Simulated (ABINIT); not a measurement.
# TiB2 (P6/mmm) in ABINIT: reference runs

Aim: a first look at TiB2 with PBEsol, on the cell as given.

Everything below comes from runs of ABINIT 10.8.3 (patched build). Logs are shortened: lines on timing, memory, paths and dates and some standing lists are left out, and cuts for length are marked. The log counts tension as positive stress, the text compression.

### Step 1. The crystal as given

It takes space group P6/mmm (No. 191, hexagonal). The conventional cell has a = 3.029 Å, b = 3.029 Å, c = 3.228 Å, α = 90.00°, β = 90.00°, γ = 120.00°. Around Ti (site symmetry 6/mmm) lie 12 B at 2.38 Å. B (site symmetry -6m2) is surrounded by 3 B at 1.75 Å.

### Step 2. Single point, PBEsol

Contents of run.abi:

```
# Pseudopotentials
pp_dirpath "./"
pseudos "Ti.upf, B.upf"

# Structure
acell 5.7243583767 5.7243583766 6.1007918207
rprim
     1.0000000000     0.0000000000     0.0000000000
    -0.5000000000     0.8660254038     0.0000000000
     0.0000000000     0.0000000000     1.0000000000
ntypat 2
znucl 22 5
natom 3
typat 1 2 2
xred
     0.0000000000     0.0000000000     0.0000000000
     0.6666666667     0.3333333333     0.5000000000
     0.3333333333     0.6666666667     0.5000000000

# Plane-wave basis
ecut 42.0

# k points
kptopt 1
ngkpt 10 10 8
nshiftk 1
shiftk 0.0 0.0 0.0

# Exchange and correlation
ixc -116133

# Bands and occupations
nband 13
occopt 3
tsmear 0.05 eV

# SCF cycle
nstep 100
tolvrs 1.0e-10

# Output
iomode 3
prtwf 0
prtden 0
prteig 0
prtebands 0
```

Potentials or basis: PseudoDojo NC SR PBEsol v0.4.1 standard.

Started as:

```bash
$ abinit run.abi > log 2>&1
```

run.abo:

```text
.Version 10.8.3 of ABINIT
 Symmetries : space group P6/m m m (#191); Bravais hP (primitive hexag.)
================================================================================
 Values of the parameters that define the memory need of the present run
     intxc =       0    ionmov =       0      iscf =       7    lmnmax =       6
     lnmax =       6     mgfft =      36  mpssoang =       3    mqgrid =    3001
     natom =       3  nloc_mem =       1    nspden =       1   nspinor =       1
    nsppol =       1      nsym =      24    n1xccc =    2501    ntypat =       2
    occopt =       3   xclevel =       2
       mpw =        2286          nfft =       46656          nkpt =          70
================================================================================
================================================================================

--------------------------------------------------------------------------------
------------- Echo of variables that govern the present computation ------------
--------------------------------------------------------------------------------
 -outvars: echo values of preprocessed input variables --------
            acell      5.7243583767E+00  5.7243583766E+00  6.1007918207E+00 Bohr
              amu      4.78800000E+01  1.08110000E+01
             ecut      4.20000000E+01 Hartree
                       outvar_i_n : Printing only first  50 k-points.
              ixc     -116133
                       outvar_i_n : Printing only first  50 k-points.
         kptrlatt       10    0    0      0   10    0      0    0    8
          kptrlen      4.88063346E+01
            natom           3
            nband          13
            ngfft          36      36      36
             nkpt          70
            nstep         100
             nsym          24
           ntypat           2
                       prtocc : prtvol=0, do not print more k-points.
           occopt           3
           prtden           0
        prtebands           0
           prteig           0
            prtwf           0
            rprim      1.0000000000E+00  0.0000000000E+00  0.0000000000E+00
                      -5.0000000000E-01  8.6602540380E-01  0.0000000000E+00
                       0.0000000000E+00  0.0000000000E+00  1.0000000000E+00
          spgroup         191
           tolvrs      1.00000000E-10
           tsmear      1.83746611E-03 Hartree
            typat      1  2  2
                       outvars : Printing only first  50 k-points.
           xangst      0.0000000000E+00  0.0000000000E+00  0.0000000000E+00
                       1.5145999990E+00  8.7445471712E-01  1.6141999989E+00
                       1.7639201954E-11  1.7489094342E+00  1.6141999989E+00
            xcart      0.0000000000E+00  0.0000000000E+00  0.0000000000E+00
                       2.8621791884E+00  1.6524799249E+00  3.0503959103E+00
                       3.3333260772E-11  3.3049598497E+00  3.0503959103E+00
             xred      0.0000000000E+00  0.0000000000E+00  0.0000000000E+00
                       6.6666666667E-01  3.3333333333E-01  5.0000000000E-01
                       3.3333333333E-01  6.6666666667E-01  5.0000000000E-01
            znucl       22.00000    5.00000

================================================================================

 chkinp: Checking input parameters for consistency.

================================================================================
== DATASET  1 ==================================================================

--- !DatasetInfo
iteration_state: {dtset: 1, }
dimensions: {natom: 3, nkpt: 70, mband: 13, nsppol: 1, nspinor: 1, nspden: 1, mpw: 2286, }
cutoff_energies: {ecut:  42.0, pawecutdg:  -1.0, }
electrons: {nelect:   1.80000000E+01, charge:   0.00000000E+00, occopt:   3.00000000E+00, tsmear:   1.83746611E-03, }
meta: {optdriver: 0, ionmov: 0, optcell: 0, iscf: 7, paral_kgb: 0, }
...

 Real(R)+Recip(G) space primitive vectors, cartesian coordinates (Bohr,Bohr^-1):
 R(1)=  5.7243584  0.0000000  0.0000000  G(1)=  0.1746921  0.1008585  0.0000000
 R(2)= -2.8621792  4.9574398  0.0000000  G(2)=  0.0000000  0.2017170  0.0000000
 R(3)=  0.0000000  0.0000000  6.1007918  G(3)=  0.0000000  0.0000000  0.1639131
 Unit cell volume ucvol=  1.7312926E+02 bohr^3
 Angles (23,13,12)=  9.00000000E+01  9.00000000E+01  1.20000000E+02 degrees

 getcut: wavevector=  0.0000  0.0000  0.0000  ngfft=  36  36  36
         ecut(hartree)=     42.000   => boxcut(ratio)=   2.02268

--- Pseudopotential description ------------------------------------------------
- pspini: atom type   1  psp file is ./Ti.upf
12 -116133 2 -1 1586                          pspcod,pspxc,lmax,lloc,mmax
     nproj     2     2     2

- pspini: atom type   2  psp file is ./B.upf
12 -116133 1 -1 1534                          pspcod,pspxc,lmax,lloc,mmax
     nproj     2     2     0

   3.81101256E+02                                ecore*ucvol(ha*bohr**3)
--------------------------------------------------------------------------------

================================================================================

--- !BeginCycle
iteration_state: {dtset: 1, }
solver: {iscf: 7, nstep: 100, nline: 4, wfoptalg: 0, }
tolerances: {tolvrs: 1.00E-10, }
...

     iter   Etot(hartree)      deltaE(h)  residm     vres2
 ETOT  1  -65.031001375468    -6.503E+01 1.961E-01 1.333E+03
 ETOT  2  -64.431154844458     5.998E-01 2.923E-01 4.535E+03
 ETOT  3  -65.291798453621    -8.606E-01 3.541E-02 2.775E+01
 ETOT  4  -65.296950158904    -5.152E-03 2.106E-02 6.353E+00
 ETOT  5  -65.297937186827    -9.870E-04 4.406E-02 1.197E+00
 ETOT  6  -65.298141750841    -2.046E-04 1.628E-02 3.637E-02
 ETOT  7  -65.298149559753    -7.809E-06 6.281E-03 6.449E-05
 ETOT  8  -65.298149588719    -2.897E-08 2.931E-03 5.814E-05
 ETOT  9  -65.298149597115    -8.396E-09 4.330E-03 8.440E-06
 ETOT 10  -65.298149598649    -1.534E-09 1.535E-03 2.000E-07
 ETOT 11  -65.298149598690    -4.063E-11 3.136E-03 6.070E-09
 ETOT 12  -65.298149598690    -9.237E-13 9.263E-04 4.026E-10
 ETOT 13  -65.298149598690     4.405E-13 1.893E-03 8.079E-11

 At SCF step   13       vres2   =  8.08E-11 < tolvrs=  1.00E-10 =>converged.

 Cartesian components of stress tensor (hartree/bohr^3)
  sigma(1 1)=  1.31955991E-04  sigma(3 2)=  0.00000000E+00
  sigma(2 2)=  1.31955991E-04  sigma(3 1)=  0.00000000E+00
  sigma(3 3)=  2.12984947E-04  sigma(2 1)= -1.29568413E-13

--- !ResultsGS
iteration_state: {dtset: 1, }
comment   : Summary of ground state results
lattice_vectors:
- [  5.7243584,   0.0000000,   0.0000000, ]
- [ -2.8621792,   4.9574398,   0.0000000, ]
- [  0.0000000,   0.0000000,   6.1007918, ]
lattice_lengths: [   5.72436,    5.72436,    6.10079, ]
lattice_angles: [ 90.000,  90.000, 120.000, ] # degrees, (23, 13, 12)
lattice_volume:   1.7312926E+02
convergence: {deltae:  4.405E-13, res2:  8.079E-11, residm:  1.893E-03, diffor: null, }
etotal    :  -6.52981496E+01
entropy   :   0.00000000E+00
fermie    :   4.30109986E-01
cartesian_stress_tensor: # hartree/bohr^3
- [  1.31955991E-04,  -1.29568413E-13,   0.00000000E+00, ]
- [ -1.29568413E-13,   1.31955991E-04,   0.00000000E+00, ]
- [  0.00000000E+00,   0.00000000E+00,   2.12984947E-04, ]
pressure_GPa:  -4.6769E+00
xred      :
- [  0.0000E+00,   0.0000E+00,   0.0000E+00, Ti]
- [  6.6667E-01,   3.3333E-01,   5.0000E-01,  B]
- [  3.3333E-01,   6.6667E-01,   5.0000E-01,  B]
cartesian_forces: # hartree/bohr
- [ -0.00000000E+00,  -0.00000000E+00,  -0.00000000E+00, ]
- [ -2.35191881E-29,   9.50516669E-29,  -0.00000000E+00, ]
- [  2.35191881E-29,  -9.50516669E-29,  -0.00000000E+00, ]
force_length_stats: {min:   0.00000000E+00, max:   9.79181882E-29, mean:   6.52787921E-29, }
...

 Integrated electronic density in atomic spheres:
 ------------------------------------------------
 Atom  Sphere_radius  Integrated_density
    1        2.00000          9.59460828
    2        2.00000          2.82995680
    3        2.00000          2.82995680
================================================================================

 ----iterations are completed or convergence reached----

 Mean square residual over all n,k,spin=   64.861E-07; max=  18.932E-04
 reduced coordinates (array xred) for    3 atoms
       0.000000000000      0.000000000000      0.000000000000
       0.666666666667      0.333333333333      0.500000000000
       0.333333333333      0.666666666667      0.500000000000
 rms dE/dt=  2.6168E-28; max dE/dt=  5.3853E-28; dE/dt below (all hartree)
    1       0.000000000000      0.000000000000      0.000000000000
    2       0.000000000000     -0.000000000000      0.000000000000
    3      -0.000000000000      0.000000000000      0.000000000000

 cartesian coordinates (angstrom) at end:
    1      0.00000000000000     0.00000000000000     0.00000000000000
    2      1.51459999897696     0.87445471711930     1.61419999889384
    3      0.00000000001764     1.74890943423860     1.61419999889384

 cartesian forces (hartree/bohr) at end:
    1     -0.00000000000000    -0.00000000000000    -0.00000000000000
    2     -0.00000000000000     0.00000000000000    -0.00000000000000
    3      0.00000000000000    -0.00000000000000    -0.00000000000000
 frms,max,avg= 4.6159077E-29 9.5051667E-29   0.000E+00  0.000E+00  0.000E+00 h/b

 cartesian forces (eV/Angstrom) at end:
    1     -0.00000000000000    -0.00000000000000    -0.00000000000000
    2     -0.00000000000000     0.00000000000000    -0.00000000000000
    3      0.00000000000000    -0.00000000000000    -0.00000000000000
 frms,max,avg= 2.3735952E-27 4.8877532E-27   0.000E+00  0.000E+00  0.000E+00 e/A
 length scales=  5.724358376700  5.724358376600  6.100791820700 bohr
              =  3.029199997936  3.029199997883  3.228399997788 angstroms
 Fermi (or HOMO) energy (hartree) =   0.43011   Average Vxc (hartree)=  -0.47640
 Eigenvalues (hartree) for nkpt=  70  k points:
 kpt#   1, nband= 13, wtk=  0.00125, kpt=  0.0000  0.0000  0.0000 (reduced coord)
  -1.65072   -0.78581   -0.77451   -0.77451   -0.06338    0.33693    0.33693    0.34733
   0.35340    0.50268    0.50268    0.56809    0.56809
      occupation numbers for kpt#   1
   2.00000    2.00000    2.00000    2.00000    2.00000    2.00000    2.00000    2.00000
   2.00000    0.00000    0.00000    0.00000    0.00000
 prteigrs : prtvol=0 or 1, do not print more k-points.

--- !EnergyTerms
iteration_state     : {dtset: 1, }
comment             : Components of total free energy in Hartree
kinetic             :  2.75915793557212E+01
hartree             :  1.20861449015469E+01
xc                  : -1.11974486724516E+01
Ewald energy        : -5.13087759299296E+01
psp_core            :  2.20125275496451E+00
local_psp           : -4.52553358578502E+01
non_local_psp       :  5.84665084250191E-01
internal            : -6.52979183637487E+01
'-kT*entropy'       : -2.31234941321027E-04
total_energy        : -6.52981495986900E+01
total_energy_eV     : -1.77685316987780E+03
band_energy         : -5.64587974708525E+00
...

 Cartesian components of stress tensor (hartree/bohr^3)
  sigma(1 1)=  1.31955991E-04  sigma(3 2)=  0.00000000E+00
  sigma(2 2)=  1.31955991E-04  sigma(3 1)=  0.00000000E+00
  sigma(3 3)=  2.12984947E-04  sigma(2 1)= -1.29568413E-13

-Cartesian components of stress tensor (GPa)         [Pressure= -4.6769E+00 GPa]
- sigma(1 1)=  3.88227929E+00  sigma(3 2)=  0.00000000E+00
- sigma(2 2)=  3.88227929E+00  sigma(3 1)=  0.00000000E+00
- sigma(3 3)=  6.26623350E+00  sigma(2 1)= -3.81203433E-09

== END DATASET(S) ==============================================================
================================================================================

 -outvars: echo values of variables after computation  --------
            acell      5.7243583767E+00  5.7243583766E+00  6.1007918207E+00 Bohr
           etotal     -6.5298149599E+01
            fcart     -0.0000000000E+00 -0.0000000000E+00 -0.0000000000E+00
                      -2.3519188055E-29  9.5051666884E-29 -0.0000000000E+00
                       2.3519188055E-29 -9.5051666884E-29 -0.0000000000E+00
            rprim      1.0000000000E+00  0.0000000000E+00  0.0000000000E+00
                      -5.0000000000E-01  8.6602540380E-01  0.0000000000E+00
                       0.0000000000E+00  0.0000000000E+00  1.0000000000E+00
           strten      1.3195599107E-04  1.3195599106E-04  2.1298494746E-04
                       0.0000000000E+00  0.0000000000E+00 -1.2956841348E-13
           xangst      0.0000000000E+00  0.0000000000E+00  0.0000000000E+00
                       1.5145999990E+00  8.7445471712E-01  1.6141999989E+00
                       1.7639201954E-11  1.7489094342E+00  1.6141999989E+00
             xred      0.0000000000E+00  0.0000000000E+00  0.0000000000E+00
                       6.6666666667E-01  3.3333333333E-01  5.0000000000E-01
                       3.3333333333E-01  6.6666666667E-01  5.0000000000E-01
 Calculation completed.
```

It took 68 s on 1 thread of Arm Neoverse V2, shared host; peak memory 0.09 GiB.

Results:

```
Free energy                                           : -1776.8532 eV
Pressure                                              : -4.7 GPa
Band gap on the k mesh                                : none (metal or under the smearing width)
Valence electrons inside the program's atomic spheres : Ti 9.59; B 2.83
```

Stress tensor (GPa, compression positive):
```
-3.88  0.00  0.00
 0.00 -3.88  0.00
 0.00  0.00 -6.27
```
